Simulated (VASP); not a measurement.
# Te (P3_121) in VASP: a series of runs

The runs below take Te through dielectric tensor, with PBEsol.

Program: VASP 6.6.1. These are calculated values, not measurements. Logs are shortened: lines on timing, memory, paths and dates and some standing lists are left out, and cuts for length are marked.

### Step 1. Starting point

The structure is trigonal, space group P3_121 (No. 152). Conventional cell: a = 4.454 Å, b = 4.454 Å, c = 5.924 Å, α = 90.00°, β = 90.00°, γ = 120.00°. Around Te (site symmetry 2) lie 2 Te at 2.86 Å.

### Step 2. Dielectric tensor, PBEsol

File INCAR:

```
ALGO = Normal ; EDIFF = 1E-8
ENCUT = 600 ; GGA = PS
ISIF = 2 ; ISMEAR = 0
LASPH = True ; LCHARG = False
LEPSILON = True ; LREAL = False
LWAVE = False ; NELM = 100
PREC = Accurate ; SIGMA = 0.01
```

File KPOINTS:

```
k-points
0
Gamma
  7 7 5
```

File POSCAR:

```
Te
1.0
    4.4540000000      0.0000000000      0.0000000000
   -2.2270000000      3.8572771485      0.0000000000
    0.0000000000      0.0000000000      5.9240000000
Te
3
Direct
    0.7310000000      0.7310000000      0.0000000000
    0.0000000000      0.2690000000      0.6666666667
    0.2690000000      0.0000000000      0.3333333333
```

Potentials or basis: VASP PAW PBE potentials, release 64 (Te).

Started as:

```bash
> cat potpaw_PBE.64/Te/POTCAR > POTCAR
> mpirun -np 1 vasp_std > vasp.out
```

OUTCAR:

```text
EDIFF = 1E-8
   ENCUT = 600
   GGA = PS
   ISIF = 2
   ISMEAR = 0
   LASPH = True
   LEPSILON = True
   LREAL = False
   NELM = 100
   PREC = Accurate

 Found     32 irreducible k-points:

 Following reciprocal coordinates:
            Coordinates               Weight
  0.000000  0.000000  0.000000      1.000000
  0.142857  0.000000  0.000000      6.000000
  0.285714  0.000000  0.000000      6.000000
  0.428571  0.000000  0.000000      6.000000
  0.142857  0.142857  0.000000      6.000000
  0.285714  0.142857  0.000000     12.000000
   k-points           NKPTS =     32   k-points in BZ     NKDIM =     32   number of bands    NBANDS=     13
   number of dos      NEDOS =    301   number of ions     NIONS =      3
   total plane-waves  NPLWV =  62208
   dimension x,y,z NGX =    36 NGY =   36 NGZ =   48
   dimension x,y,z NGXF=    72 NGYF=   72 NGZF=   96
   ions per type =               3
   NGX,Y,Z   is equivalent  to a cutoff of  13.44, 13.44, 13.47 a.u.
   NGXF,Y,Z  is equivalent  to a cutoff of  26.87, 26.87, 26.94 a.u.
 SYSTEM =  unknown system
   PREC   = accura    normal or accurate (medium, high low for compatibility)
   ISTART =      0    job   : 0-new  1-cont  2-samecut
   ICHARG =      2    charge: 1-file 2-atom 10-const
   ISPIN  =      1    spin polarized calculation?
   LNONCOLLINEAR =      F non collinear calculations
   LSORBIT =      F    spin-orbit coupling
   LASPH  =      T    aspherical Exc in radial PAW
   ENCUT  =  600.0 eV  44.10 Ry    6.64 a.u.   8.90  8.90 11.83*2*pi/ulx,y,z
   NELM   =    100;   NELMIN=  2; NELMDL= -5     # of ELM steps
   EDIFF  = 0.1E-07   stopping-criterion for ELM
   LREAL  =      F    real-space projection
   EDIFFG = 0.1E-06   stopping-criterion for IOM
   NSW    =      0    number of steps for IOM
   IBRION =     -1    ionic relax: 0-MD 1-quasi-New 2-CG
   NFREE  =      0    steps in history (QN), initial steepest desc. (CG)
   ISIF   =      2    stress and relaxation
   ISYM   =      2    0-nonsym 1-usesym 2-fastsym
   POTIM  = 0.5000    time-step for ionic-motion
   TEBEG  =    0.0;   TEEND  =   0.0 temperature during run
   PSTRESS=    0.0 pullay stress
   NELECT =      18.0000    total number of electrons
   NUPDOWN=      -1.0000    fix difference up-down
   EMIN   =  10.00;   EMAX   =-10.00  energy-range for DOS
   EFERMI =   0.00;   METHOD = LEGACY
   ISMEAR =     0;   SIGMA  =   0.01  broadening in eV -4-tet -1-fermi 0-gaus
   EFERMI_NEDOS =   21; number of points for ismear=-14 and -15
   IALGO  =     38    algorithm
   IMIX   =      4    mixing-type and parameters
     AMIX     =   0.40;   BMIX     =  1.00
     AMIX_MAG =   1.60;   BMIX_MAG =  1.00
  volume/ion in A,a.u.               =      33.93       228.94
  Fermi-wavevector in a.u.,A,eV,Ry     =   0.918933  1.736531 11.489263  0.844437
  Thomas-Fermi vector in A             =   2.044070
   LORBIT       =      0    0 simple, 1 ext, 2 COOP (PROOUT), +10 PAW based schemes
   GGA     = PS    functional components
   LHFCALC =     F    Hartree Fock is set to
   AEXX    =    0.0000 exact exchange contribution
   IVDW    =     0    specifies the selected vdW correction
   LEPSILON=     T    determine dielectric tensor
   LRPA    =     F    only Hartree local field effects (RPA)
 non-spin polarized calculation
 Gauss-broadening in eV      SIGMA  =   0.01
  energy-cutoff  :      600.00
  volume of cell :      101.78
 maximum number of plane-waves:      3412
   NGX = 17   NGY = 17   NGZ = 23

--------------------------------------- Ionic step        1  -------------------------------------------

 number of electron      17.9999999 magnetization

 E-fermi :   5.7511     XC(G=0):  -9.2286

 val. band max:        5.6610692856   @ k =   0.2857   0.2857   0.4000
 cond. band min:       6.2481867978   @ k =   0.0000   0.0000   0.4000
 fundamental gap:      0.5871175122
 Fermi energy:         5.7510882745

 k-point     1 :       0.0000    0.0000    0.0000
  band No.  band energies     occupation
      1      -7.8182      2.00000
      2      -4.5118      2.00000
      3      -4.5118      2.00000
      4       2.7557      2.00000
      5       3.0661      2.00000
      6       3.0661      2.00000
      7       4.1345      2.00000
      8       4.1345      2.00000
      9       4.9779      2.00000
     10       6.8171      0.00000
     11       6.8171      0.00000
     12       7.4089      0.00000
     13      10.7032      0.00000

 k-point     2 :       0.1429    0.0000    0.0000
  band No.  band energies     occupation
      1      -7.6804      2.00000
      2      -4.5564      2.00000
      3      -4.4740      2.00000
      4       1.8682      2.00000
      5       2.4655      2.00000
      6       2.7815      2.00000
      7       4.5147      2.00000
      8       4.8377      2.00000
      9       5.1524      2.00000
     10       6.5291      0.00000
     11       6.7222      0.00000
     12       7.2574      0.00000
     13      10.2494      0.00000

 k-point     3 :       0.2857    0.0000    0.0000
  band No.  band energies     occupation
      1      -7.3011      2.00000
      2      -4.7796      2.00000
      3      -4.3792      2.00000
      4       1.0635      2.00000
      5       1.7748      2.00000
      6       2.3199      2.00000
      7       3.9037      2.00000
      8       4.8596      2.00000
      9       5.0170      2.00000
     10       6.6373      0.00000
     11       6.8370      0.00000
     12       8.0794      0.00000
     13       9.2920      0.00000

 k-point     4 :       0.4286    0.0000    0.0000
  band No.  band energies     occupation
      1      -6.8516      2.00000
      2      -5.1684      2.00000
      3      -4.2935      2.00000
      4       0.9379      2.00000
      5       1.4138      2.00000
      6       2.1125      2.00000
      7       2.6259      2.00000
      8       4.8043      2.00000
      9       5.0122      2.00000
     10       6.6363      0.00000
     11       6.7185      0.00000
     12       8.7294      0.00000
     13       9.3468      0.00000

 k-point     5 :       0.1429    0.1429    0.0000
  band No.  band energies     occupation
      1      -7.4203      2.00000
      2      -4.6529      2.00000
      3      -4.4516      2.00000
      4       1.3190      2.00000
      5       1.6082      2.00000
      6       2.8705      2.00000
      7       4.0902      2.00000
      8       4.7391      2.00000
      9       4.7482      2.00000
     10       6.9584      0.00000
     11       7.1475      0.00000
     12       7.5074      0.00000
     13      10.0262      0.00000

 k-point     6 :       0.2857    0.1429    0.0000
  band No.  band energies     occupation
      1      -6.9853      2.00000
      2      -4.9312      2.00000
      3      -4.4418      2.00000
      4       1.0160      2.00000
      5       1.3055      2.00000
      6       2.4432      2.00000
      7       3.2874      2.00000
      8       4.0506      2.00000
      9       4.3221      2.00000
     10       7.3588      0.00000
     11       7.6089      0.00000
     12       8.6276      0.00000
     13       9.4899      0.00000

 [... further k-points ...]

  FORCE on cell =-STRESS in cart. coord.  units (eV):
  Direction    XX          YY          ZZ          XY          YZ          ZX
  --------------------------------------------------------------------------------------
  -------------------------------------------------------------------------------------
  Total       -0.6174369     -0.6174369     -0.4302534      0.0000000     -0.0000000      0.0000000
  in kB       -9.7197939     -9.7197939     -6.7731202      0.0000000     -0.0000000      0.0000000
  external PRESSURE =      -8.7375693 kB  Pullay stress =       0.0000000 kB

 VOLUME and BASIS-vectors are now :
 -----------------------------------------------------------------------------
  energy-cutoff  :      600.00
  volume of cell :      101.78
      direct lattice vectors                 reciprocal lattice vectors
     4.454000000  0.000000000  0.000000000     0.224517288  0.129625117  0.000000000
    -2.227000000  3.857277149  0.000000000     0.000000000  0.259250233  0.000000000
     0.000000000  0.000000000  5.924000000     0.000000000  0.000000000  0.168804862

 POSITION                                       TOTAL-FORCE (eV/Angst)
 -----------------------------------------------------------------------------------
      1.62794      2.81967      0.00000        -0.062919     -0.108980     -0.000000
     -0.59906      1.03761      3.94933        -0.062919      0.108980     -0.000000
      1.19813      0.00000      1.97467         0.125839     -0.000000      0.000000
 -----------------------------------------------------------------------------------
    total drift:                               -0.000000     -0.000000      0.000000

  FREE ENERGIE OF THE ION-ELECTRON SYSTEM (eV)
  ---------------------------------------------------
  free  energy   TOTEN  =       -10.5463524700 eV

  energy  without entropy=      -10.5463524700  energy(sigma->0) =      -10.54635247

 HEAD OF MICROSCOPIC STATIC DIELECTRIC TENSOR (INDEPENDENT PARTICLE, excluding Hartree and local field effects)
 ------------------------------------------------------
          40.094096     0.000000     0.000000
           0.000000    40.094096     0.000000
           0.000000     0.000000    70.961418
 ------------------------------------------------------

 Free energy of the ion-electron system (eV)
  ---------------------------------------------------
  ---------------------------------------------------
  free energy    TOTEN  =       -10.56158758 eV

  energy without entropy =      -10.56158758

------------------------ aborting loop because EDIFF is reached ----------------------------------------

--------------------------------------- Ionic step        2  -------------------------------------------

------------------------ aborting loop because EDIFF is reached ----------------------------------------

--------------------------------------- Ionic step        3  -------------------------------------------

 Free energy of the ion-electron system (eV)
  ---------------------------------------------------
  ---------------------------------------------------
  free energy    TOTEN  =       -19.80654250 eV

  energy without entropy =      -19.80654250

------------------------ aborting loop because EDIFF is reached ----------------------------------------

 PIEZOELECTRIC TENSOR FIELD DIRECTION 3  (e Angst)
 -----------------------------------------------------------------------------
     0.00276  0.00000  0.00000           ( -0.00001  0.00000 -0.00000)
    -0.00000  0.00276  0.00000           (  0.00000 -0.00001  0.00000)
    -0.00000 -0.00000  0.04499           ( -0.00000  0.00000 -0.00002)

 PIEZOELECTRIC TENSOR FIELD DIRECTION 3  (C/m^2)
 -----------------------------------------------------------------------------
     0.00043  0.00000  0.00000
    -0.00000  0.00043  0.00000
    -0.00000 -0.00000  0.00708

 MACROSCOPIC STATIC DIELECTRIC TENSOR (including local field effects in DFT)
 ------------------------------------------------------
          36.863381     0.000000    -0.000000
          -0.000000    36.863381    -0.000000
           0.000000     0.000000    68.619137
 ------------------------------------------------------

 PIEZOELECTRIC TENSOR (including local field effects)  for field in x, y, z        (e  Angst)
          XX          YY          ZZ          XY          YZ          ZX
  --------------------------------------------------------------------------------
  x    -3.23734     3.23734     0.00000     0.00000     0.94838     0.00000
  y     0.00000     0.00000     0.00000     3.23734    -0.00000    -0.94837
  z     0.00000     0.00000     0.00000    -0.00000    -0.00000     0.00000

 PIEZOELECTRIC TENSOR (including local field effects)  for field in x, y, z        (C/m^2)
          XX          YY          ZZ          XY          YZ          ZX
  --------------------------------------------------------------------------------
  x    -0.50963     0.50963     0.00000     0.00000     0.14930     0.00000
  y     0.00000     0.00000     0.00000     0.50963    -0.00000    -0.14929
  z     0.00000     0.00000     0.00000    -0.00000    -0.00000     0.00000

 BORN EFFECTIVE CHARGES (including local field effects) (in |e|, cummulative output)
 ---------------------------------------------------------------------------------
 ion    1
    1    -1.31522     2.27802     2.15511
    2     2.27802     1.31522    -1.24426
    3     2.53207    -1.46189     0.00000
 ion    2
    1    -1.31522    -2.27802    -2.15511
    2    -2.27802     1.31522    -1.24426
    3    -2.53207    -1.46189     0.00000
 ion    3
    1     2.63044     0.00000     0.00000
    2     0.00000    -2.63044     2.48851
    3    -0.00000     2.92379     0.00000
```

Wall time 7.9 min (1 thread of AMD EPYC 9R45 (Zen 5), shared host); peak memory 0.54 GiB.

These settings aren't checked as converged: the numbers below hold their error.

What came out:

* Band gap on the k mesh: 0.59 eV, indirect (least direct gap 0.76 eV)
* Electronic dielectric tensor (diagonal): 36.86, 36.86, 68.62
* Born charges (mean of the diagonal): Te +0.00 e

Caveat: the gap is small at this level, which inflates the dielectric constant; the PAW data sets were made with another functional, which shifts forces and pressure a little; spin-orbit coupling is left out, which moves the levels of the heavy elements; an odd mesh through Γ misses points on the zone boundary, where band edges often lie.

[end of part 1 of 2]
